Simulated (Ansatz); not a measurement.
Relaxation of Pd

These are results of DFT PBE, scalar-relativistic, plane waves, PAW in Ansatz 0.2.0, not measurements. Settings: 420 eV cutoff, 18×18×6 k-mesh, Gaussian smearing of 0.10 eV, no spin polarisation.

What was changed in Ag: Ag → Pd on all its sites, cell and atoms relaxed.

Command:

```bash
ansatz run input.yaml --threads 1 --pin off --max-ram 2560MiB --backend cpu --events-out ev --progress --plain --runs-dir out
```

Input:

```yaml
crystal:
  lattice:
    - [2.7818592632, 0.0, 0.0]
    - [-1.3909296316, 2.4091607917, 0.0]
    - [0.0, 0.0, 9.1403265168]
  atoms:
    - { symbol: Pd, position: [0.0, 0.0, 0.0] }
    - { symbol: Pd, position: [0.0, 0.0, 0.5] }
    - { symbol: Pd, position: [0.3333333333, 0.6666666667, 0.25] }
    - { symbol: Pd, position: [0.6666666667, 0.3333333333, 0.75] }
basis:
  ecutwfc: 420
kpoints:
  mp_grid: { grid: [18, 18, 6] }
hamiltonian:
  xc: pbe
scf:
  occupations: { method: gaussian, width: 0.1 }
output:
  forces: true
  stress: true
  eigenvalues: true
relax:
  adjacent_minimum: "off"
  f_tol: 0.01
  max_steps: 60
  cell: { stress_tol: 0.1 }
```

F is the free energy. Steps run on the plane waves of an earlier cell, but the last one, and at times one on the way, on a freshly chosen basis, so a repeated geometry can differ a little in energy.

Steps:

```tsv
step	F − F(1) (eV)	largest force component (eV/Å)	V (Å³/atom)	P (GPa)
1	0.0000	0.000	15.314	0.44
2	-0.0003	0.000	15.392	-0.41
3	-0.0005	0.000	15.360	-0.06
4	-0.0006	0.000	15.360	-0.06
```

Relaxed structure:

```cif
data_structure
_symmetry_space_group_name_H-M 'P 1'
_symmetry_Int_Tables_number 1
_cell_length_a 2.7809
_cell_length_b 2.7809
_cell_length_c 9.1738
_cell_angle_alpha 90.000
_cell_angle_beta 90.000
_cell_angle_gamma 120.000
_cell_volume 61.44
loop_
_atom_site_label
_atom_site_type_symbol
_atom_site_fract_x
_atom_site_fract_y
_atom_site_fract_z
_atom_site_occupancy
Pd1 Pd 0.00000 0.00000 0.00000 1
Pd2 Pd 0.00000 0.00000 0.50000 1
Pd3 Pd 0.33333 0.66667 0.25000 1
Pd4 Pd 0.66667 0.33333 0.75000 1
```

It takes space group P6_3/mmc (No. 194, hexagonal). Conventional cell: a = 2.781 Å, b = 2.781 Å, c = 9.174 Å, α = 90.00°, β = 90.00°, γ = 120.00°. Around Pd (site symmetry -3m) lie 12 Pd at 2.78 to 2.80 Å. Around Pd (site symmetry -6m2) lie 12 Pd at 2.78 to 2.80 Å.

The run converged. Time: 72 s on 1 thread of AMD EPYC 7R43 64-Core Processor (Zen 3), on a shared host, peak memory 0.59 GiB.